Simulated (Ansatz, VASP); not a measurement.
# LiF in VASP and in Ansatz

```
Li F
1.0
     0.00000    2.01400    2.01400
     2.01400    0.00000    2.01400
     2.01400    2.01400    0.00000
Li F
1 1
Direct
  0.96928 0.00000 0.00000
  0.50000 0.50000 0.50000
```

Change from the starting cell: all Li atoms moved +0.087 Å, as atom 1 towards its neighbour atom 1 (Li) at 2.848 Å.

Alike in both runs: task single point; functional PBE; k mesh 10 × 10 × 10; occupations gaussian, width 0.05 eV; no spin polarisation.

|  | VASP | Ansatz |
| --- | --- | --- |
| version | VASP 6.6.1 | Ansatz 0.2.0 |
| potentials or method | VASP PAW PBE potentials, release 64 (Li_sv, F) | scalar-relativistic, plane waves, PAW |
| plane-wave cutoff (eV) | 520 | 420 |
| valence electrons in the cell | 10 | 10 |

Ansatz gave:

- gap on the k mesh at the Fermi level (eV): 9.08
- least direct gap on the mesh (eV): 9.08
- rms of the force components (eV/Å): 0.082

Task: Estimate VASP's values.

Result: gap on the k mesh at the Fermi level (eV): 9.08; least direct gap on the mesh (eV): 9.08; rms of the force components (eV/Å): 0.086.

Atom by atom the forces differ by 0.005 eV/Å (rms over components).

 A k mesh can miss the band edges.
